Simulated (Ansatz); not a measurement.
# Pt in Ansatz, settings compared

Launch command:

```bash
ansatz run input.yaml --threads 1 --pin off --max-ram 2560MiB --backend cpu --events-out ev --progress --plain --runs-dir out
```

The input file (Ansatz 0.2.0, plane waves):

```yaml
crystal:
  lattice:
    - [0.0, 3.104895, 0.0]
    - [3.104895, 0.0, 0.0]
    - [1.552447, 1.552447, -2.60623]
  atoms:
    - { symbol: Pt, position: [0.0, 0.0, 0.0] }
  symmetry: { tolerance: 0.0003 }
kpoints:
  mp_grid: { grid: [7, 7, 7], shift: [0, 0, 0] }
magnetization:
  spin_polarized: false
scf:
  occupations: { method: fermi_dirac }
hamiltonian:
  pseudopotentials: { kind: paw }
  xc: pbe
basis:
  ecutwfc: 420
output:
  forces: true
  stress: true
  eigenvalues: true
```

Origin of the cell: a known structure type with other elements, at an estimated volume, so it need not be a known compound.

The smearing width isn't typed, so it takes its default of 0.1 eV.

Output of this run (shortened):

```
Pseudopotentials: kind: paw
Pseudopotential: Pt, paw, valence charge 18, recommended cutoff 420 eV (normal), Pt.paw.azcp
Functional definition: PBE
  exchange = pbe_x(kappa = kappa, mu = beta*pi^2/3)
  correlation = pbe_c(beta = beta)
Crystal: 1 atoms, lattice volume = 25.125 Å³
Basis set: ecut = 420 eV, 501 PW (Γ), exchange–correlation on 48×48×48 points (8 copies of the dense FFT grid, shifted against one another)
Bands: 13, of which v1, the nominal top of the filled ones, is band 9 counted from 1 (8 counted from 0)
Symmetry: 16 space group operations
Space group: I4/mmm (ITA 139), of the structure as read, at distance tolerance 8.8e-4 Å
k-points: 40 of 343
Initial density: superposition of atomic densities (neutral atoms: chi_scale 0, normalization atom), corrected by the library's trained network
Functional: x = pbe(κ = 0.804, μ = 0.219515), c = pbe(β = 0.066725)
SCF iter   1: F=—  HF=-12521.515060 eV  Δρ=3.74e-3  dr2=1.37e-3
SCF iter   2: F=—  HF=-12521.514876 eV  Δρ=1.91e-3  dr2=3.88e-4
SCF iter   3: F=—  HF=-12521.514842 eV  Δρ=2.96e-4  dr2=1.25e-5
SCF iter   4: F=—  HF=-12521.514847 eV  Δρ=8.10e-5  dr2=1.88e-6
SCF iter   5: F=—  HF=-12521.514848 eV  Δρ=2.41e-5  dr2=1.15e-7
SCF iter   6: F=-12521.514848 eV  HF=-12521.514848 eV  Δρ=6.27e-6  dr2=1.05e-8
SCF 1 converged in 6 iterations: F = -12521.514848 eV  dr2 = 1.05e-8
SCF converged after 6 iterations
Free energy (F): -12521.514848 eV
Harris-Foulkes:  -12521.514848 eV  (|F-HF|=6.67e-9)
Internal energy: -12521.437472 eV  (E = F + TS)
E sigma→0 (E₀):  -12521.476160 eV
Entropy (-TS):   -0.077376 eV (-77.376 meV/atom)
Fermi energy:    11.217627 eV
--- Per-component energies (eV) ---
  E_band       = -315.699382
  E_kinetic    = 630.164201
  E_local      = -2125.589928  (includes V_loc(G=0)·N_el)
  E_nonlocal   = 201.942307
  E_hartree    = 781.136230
  E_xc         = -256.938536
  E_vxc        = -296.159462  (∫ρ·V_xc dr)
  E_paw        = -9454.107022  (= ΣΔE_a)
  E_vpaw       = -288.329296  (= ΣTr[D̂ρ^β])
  E_aug_tail   = 0.000207  (compensation charges beyond the density's cutoff)
  E_ewald      = -2298.044930
  E_smearing   = -0.077376  (= −TS)
  Σ components = -12521.514848   (vs F -12521.514848, Δ=0.00e0)
--- Forces (eV/Å), atoms counted from 1 ---
  atom   1  Pt     0.000000    -0.000000     0.000000
  max |Σ_I F_I| component: 0.0 eV/Å
--- Stress (GPa, compression-positive) ---
      -29.707487       0.000000       0.000000
        0.000000     -29.707487       0.000000
        0.000000       0.000000     -28.184880
  P = ⅓ Tr σ = -29.2000 GPa (-292.000 kbar)
```

The same input was run again with these changes:

1. `scf.mixing.preconditioner` default → resta
2. `hamiltonian.hubbard` default → { sites: [{ species: Pt, l: d, u_eff: 8.0 }], double_counting: fll }
3. `kpoints.mp_grid.grid` [7, 7, 7] → [2, 2, 2]
4. `scf.occupations.method` fermi_dirac → cold; `scf.occupations.width` default → 0.025; `scf.mixing.preconditioner` default → resta; `scf.initial_density.chi_scale` default → 0.0

| run | end | SCF iterations | P (GPa) | max force component (eV/Å) | moment (μB) | ΔE(σ→0) (meV/atom) |
| --- | --- | --- | --- | --- | --- | --- |
| base | converged | 6 | -29.20 | 0.000 | – | 0 |
| 1 | converged | 6 | -29.20 | 0.000 | – | 0.00 |
| 2 | converged | 8 | -21.49 | 0.000 | – | – |
| 3 | converged | 11 | -1.88 | 0.000 | – | 1905.41 |
| 4 | converged | 7 | -29.45 | 0.000 | – | 7.26 |

Energies are compared only where functional, datasets, charge and starting cell are the same.

Not properties of the system: run 3 (too coarse or loose: `kpoints.mp_grid.grid` = [2, 2, 2]).

Caveats of the base run: no moments, though an odd count or open d shells may carry them; no spin-orbit coupling, though heavy elements are present; the given cell is far from equilibrium, with atoms too close or a volume far off; the k mesh is coarse if the cell is a metal.
